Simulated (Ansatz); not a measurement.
# Al (P6/mmm) in Ansatz: further runs

One crystal, Al, is run at these levels: PBE; tasks: single point, relaxation of cell and atoms.

Program: Ansatz 0.2.0. These are calculated values, not measurements. Logs are shortened: lines on timing, memory, paths and dates and some standing lists are left out, and cuts for length are marked.

## 1. Starting point

Symmetry: P6/mmm, No. 191, hexagonal system. Conventional cell: a = 4.492 Å, b = 4.492 Å, c = 2.723 Å, α = 90.00°, β = 90.00°, γ = 120.00°. Around Al (site symmetry -6m2) lie 5 Al at 2.59 to 2.72 Å.

The cell was built by a generator and needn't be a form met in nature.

## 2. Single point, PBE

input.yaml

```yaml
crystal:
  lattice:
    - [4.4916, 0.0, 0.0]
    - [-2.2458, 3.88984, 0.0]
    - [0.0, 0.0, 2.7226]
  atoms:
    - { symbol: Al, position: [0.33333, 0.66667, 0.0] }
    - { symbol: Al, position: [0.66667, 0.33333, 0.0] }
hamiltonian:
  xc: pbe
  pseudopotentials: { kind: paw }
kpoints:
  mp_grid: { grid: [7, 7, 10] }
scf:
  occupations: { method: gaussian, width: 0.011 }
output:
  forces: true
  stress: true
  eigenvalues: true
```

Potentials or basis: Ansatz PAW.

Started as:

```
> ansatz run input.yaml --threads 2 --pin off --max-ram 5632MiB --backend cpu --events-out ev --progress --plain --runs-dir out
```

Log:

```text
Warning: the atoms were moved onto the symmetric positions of the space group found under crystal.symmetry.tolerance 1.0e-5 (fractional; no operation is sought that the atoms, as they stand in a round, miss by more than twice it, and no atom is moved by as much as it), and the run uses the moved positions. Before a round's move an operation carried an atom to 4.49e-5 Å from where it should land, the largest such distance. Atom 0 (counting from 0) moved farthest, by 2.59e-5 Å; the longest move in fractions of the cell, of whichever atom, is 0.47 of the tolerance, in 1 round. To run the atoms as typed, lower crystal.symmetry.tolerance until the operations that they miss are no longer found, or set crystal.symmetry.detect: false (a key that needs symmetry detection or time reversal refuses this as the deck is read). The positions used, in the order of the run's atom list: position: [0.3333333333333333, 0.6666666666666666, 0.0]; position: [0.6666666666666666, 0.3333333333333333, 0.0]; The lattice was moved too: crystal.lattice keeps the space group found at crystal.symmetry.tolerance 1.0e-5 only nearly: the operation that it misses by the most changes a squared length by the fraction 1.32e-7. The run uses the lattice that is a stretch of the typed one, with no rotation, onto the one that keeps every operation to a double's rounding (on a very oblique basis the stretch itself rounds by more); the deck's lattice vector that moved farthest moved by 1.71e-7 Å. To run the lattice as typed, set crystal.symmetry.tolerance under 1.31e-7, the least fraction by which an operation that the lattice misses changes a squared length (the same key also sets how far an atom may lie from its image, so lowering it can lose operations that the atoms keep only within it), or set crystal.symmetry.detect: false, as for the atoms. crystal.lattice made exact, in Å and degrees: [[4.491600171104577, 0.0, 0.0], [-2.2458000855522884, 3.889839851819095, 0.0], [0.0, 0.0, 2.7226]]. Pasted over the deck's crystal.lattice, beside positions in fractional coordinates, it runs the same cell (given as lengths and angles, that cell in the form's own orientation, a rigid turn of the misfit's size from the one run here, for which a checkpoint.post_process_only pass over this run's state can be refused: where this run relaxes nothing, give such a pass this deck's own crystal.lattice, as typed; behind a relaxation, as crystal.lattice, the state's own cell, identity.cell in its checkpoint.json), and a matrix so pasted ends this notice, except on a very skew basis of the lattice, where the rounding of the pasted numbers themselves can read as a misfit: the cell is then moved again, and that move is told again. The lattice as run is in this notice's lattice.as_run_ang field (Run.prep()["deck_notices"] in Python, the deck_notice line of an events file, deck_notices of ansatz run --dry-run=json, or deck_notices in record.json in the deck's checkpoint.write directory).
Warning: RAYON_NUM_THREADS=2 ignored (pool sized by the plan → 2); use --threads N
Engine: ansatz 0.2.0, aarch64-unknown-linux-gnu
Pseudopotentials: kind: paw
Pseudopotential: Al, paw, valence charge 3, recommended cutoff 420 eV (normal), Al.paw.azcp
Functional definition: PBE
  parameter kappa = 0.804
  parameter beta = 0.06672455060314922
  exchange = pbe_x(kappa = kappa, mu = beta*pi^2/3)
  correlation = pbe_c(beta = beta)
Crystal: 2 atoms, lattice volume = 47.568 Å³
Basis set: ecut = 420 eV, 939 PW (Γ), exchange–correlation on 64×64×40 points (8 copies of the dense FFT grid, shifted against one another)
Bands: 7, of which v1, the nominal top of the filled ones, is band 3 counted from 1 (2 counted from 0)
Symmetry: 24 space group operations
Space group: P6/mmm (ITA 191), of the structure as read, at distance tolerance 3.6e-5 Å
k-points: 48 of 490
Non-local potential: Al, projectors of the file, l = 0: 2, l = 1: 2, l = 2: 1
PAW form: soft (Blöchl's): semilocal exchange-correlation on the pseudo side does not see the compensation charge
PAW one-centre angular grid: Al, 110 points (default); XC on 64 Gauss nodes
Initial density: superposition of atomic densities (neutral atoms: chi_scale 0, normalization atom), corrected by the library's trained network
Initial wavefunctions: pseudopotential atomic-orbital guess
Functional: x = pbe(κ = 0.804, μ = 0.2195149727645171), c = pbe(β = 0.06672455060314922)
SCF iter   1: F=—  HF=-1074.017824 eV  |F-HF|=—  |Δ(HF+E_count)|=         —  Δρ=2.62e-3  dr2=4.79e-3  ethr=1.77e-3  ⟨swp⟩=6.1  Hψ=3193  notcnv=0
preconditioner: auto → none  [insulator: Δε(μ)=0.095 eV  Ē_g=7.471 eV  σ=0.011 eV  W_gap=0.67  n_scr=6 (ndim 8)  ℏωp=13.2 eV  f_vac=0.000  D(μ)=2.29/eV (n_scr^D=26)  ε∞_Penn≈4.1]
SCF iter   2: F=—  HF=-1074.016830 eV  |F-HF|=—  |Δ(HF+E_count)|=   9.94e-4  Δρ=9.93e-4  dr2=6.28e-4  ethr=7.98e-5  ⟨swp⟩=1.9  Hψ=821  notcnv=0
SCF iter   3: F=—  HF=-1074.016804 eV  |F-HF|=—  |Δ(HF+E_count)|=   2.57e-5  Δρ=9.44e-5  dr2=3.02e-6  ethr=1.05e-5  ⟨swp⟩=2.9  Hψ=647  notcnv=0  defer=8
SCF iter   4: F=—  HF=-1074.016851 eV  |F-HF|=—  |Δ(HF+E_count)|=   4.70e-5  Δρ=1.34e-5  dr2=1.18e-7  ethr=5.03e-8  ⟨swp⟩=2.1  Hψ=475  notcnv=0  defer=8
iter 5 did not close the SCF: its close was put off for the readings that it lacked (scf_convergence_deferred on its scf_iter line)
SCF iter   5: F=-1074.016852 eV  HF=-1074.016851 eV  |F-HF|=4.58e-9  |Δ(HF+E_count)|=   8.01e-8  Δρ=1.41e-6  dr2=1.00e-9  ethr=1.97e-9  ⟨swp⟩=2.4  Hψ=455  notcnv=0  defer=8
SCF iter   6: F=-1074.016852 eV  HF=-1074.016852 eV  |F-HF|=3.48e-11  |Δ(HF+E_count)|=   5.45e-9  Δρ=1.79e-7  dr2=1.49e-11  ethr=1.67e-11  ⟨swp⟩=1.9  Hψ=1085  notcnv=0
SCF 1 converged in 6 iterations: F = -1074.016852 eV  dr2 = 1.49e-11
SCF converged after 6 iterations
Free energy (F): -1074.016852 eV
Harris-Foulkes:  -1074.016852 eV  (|F-HF|=3.48e-11)
Internal energy: -1074.016713 eV  (E = F + TS)
E sigma→0 (E₀):  -1074.016782 eV
Entropy (-TS):   -0.000139 eV (-0.069 meV/atom)
Fermi energy:    4.168876 eV
--- Per-component energies (eV) ---
  E_band       = 2.974709
  E_kinetic    = 41.747243
  E_local      = -10.237745  (includes V_loc(G=0)·N_el)
  E_nonlocal   = 22.125770
  E_hartree    = 5.820092
  E_xc         = -77.118861
  E_vxc        = -54.712313  (∫ρ·V_xc dr)
  E_paw        = -934.949521  (= ΣΔE_a)
  E_vpaw       = -7.588423  (= ΣTr[D̂ρ^β])
  E_aug_tail   = -0.000004  (compensation charges beyond the density's cutoff)
  E_ewald      = -121.403686
  E_smearing   = -0.000139  (= −TS)
  E_closure    = 0.000000  (closes the sum)
  Σ components = -1074.016852   (vs F -1074.016852, Δ=0.00e0)
--- Forces (eV/Å), atoms counted from 1 ---
  atom   1  Al    -0.00000000     0.00000000    -0.00000000
  atom   2  Al     0.00000000    -0.00000000     0.00000000
  max |Σ_I F_I| component: 9.25e-18 eV/Å
--- Stress (GPa, compression-positive) ---
        2.051752      -0.000000       0.000000
       -0.000000       2.051752       0.000000
        0.000000       0.000000       0.709503
  P = ⅓ Tr σ = 1.6043 GPa (16.043 kbar)
--- Band table (eV; the first three rows and the last of 48) ---
  k-point 0: bands = ["-4.7768", "3.2953", "3.2953", "3.7613", "6.3843", "6.3843", "9.6832"]
  k-point 1: bands = ["-4.5791", "3.4703", "3.4703", "3.9481", "6.5679", "6.5679", "9.4068"]
  k-point 2: bands = ["-3.9883", "3.9909", "3.9909", "4.4963", "7.1143", "7.1143", "7.2265"]
  k-point 47: bands = ["1.6365", "2.2427", "2.6313", "3.1534", "4.5405", "6.9647", "11.4739"]
```

Run time: 0.74 s. Hardware: 2 threads of Arm Neoverse V1, shared host; peak memory 0.28 GiB.

Results:

```yaml
Free_energy: -1074.0169 eV
Pressure: 1.6 GPa
Band_gap_on_the_k_mesh: none (metal or under the smearing width)
```

Levels at points of the mesh, in eV from the Fermi level:
| k point | band 1 | band 2 | band 3 | band 4 | band 5 | band 6 |
| --- | --- | --- | --- | --- | --- | --- |
| (0.00, 0.00, 0.00) | -8.95 | -0.87 | -0.87 | -0.41 | 2.22 | 2.22 |
| (0.00, 0.00, -0.50) | -4.49 | -3.64 | 2.45 | 2.45 | 2.81 | 5.39 |

## 3. Relaxation of cell and atoms, PBE

Edit input.yaml of step 2 so:

```diff
@@ -14,3 +14,3 @@
 scf:
-  occupations: { method: gaussian, width: 0.011 }
+  occupations: { method: fermi_dirac, width: 0.05 }
 output:
@@ -19 +19,5 @@
   eigenvalues: true
+relax:
+  f_tol: 0.01
+  max_steps: 40
+  cell: { stress_tol: 0.05 }
```

Potentials or basis: Ansatz PAW.

Started as:

```
> ansatz run input.yaml --threads 2 --pin off --max-ram 5632MiB --backend cpu --events-out ev --progress --plain --runs-dir out
```

It took 3 s on 2 threads of Arm Neoverse V1, shared host; peak memory 0.29 GiB.

Results (log left out):

| Item | Value |
| --- | --- |
| Free energy | -1074.0283 eV |
| Relaxed volume | 24.60 Å³/atom |
| Relaxed cell | a = 4.550 Å, b = 4.550 Å, c = 2.744 Å, α = 90.00°, β = 90.00°, γ = 120.00° |
| Space group after relaxing (to 0.05 Å) | P6/mmm (No. 191) |
| Energy gained by relaxing | 4.4 meV/atom |
| Ionic steps | 4 |
| Pressure after relaxing | 0.0 GPa |
| Band gap on the k mesh | none (metal or under the smearing width) |

The path:
| step | energy change (eV) | largest force (eV/Å) | volume (Å³) |
| --- | --- | --- | --- |
| 1 | 0.0000 | 0.0000 | 47.57 |
| 2 | -0.0083 | 0.0000 | 49.00 |
| 3 | -0.0084 | 0.0000 | 49.20 |
| 4 | -0.0088 | 0.0000 | 49.20 |

Final structure:
```
Al
1.0
     4.55014    0.00000    0.00000
    -2.27507    3.94054    0.00000
     0.00000    0.00000    2.74424
Al
2
Cartesian
  0.0000 2.6270 0.0000
  2.2751 1.3135 0.0000
```

Levels at points of the mesh, in eV from the Fermi level:
```tsv
k point	band 1	band 2	band 3	band 4	band 5	band 6	band 7
(0.00, 0.00, 0.00)	-8.78	-0.87	-0.87	-0.58	2.20	2.20	5.47
(0.00, 0.00, -0.50)	-4.42	-3.52	2.39	2.39	2.67	5.36	5.36
```

Caveat: the plane-wave basis is chosen anew once the cell has moved, so the energies of steps on either side of that aren't comparable.
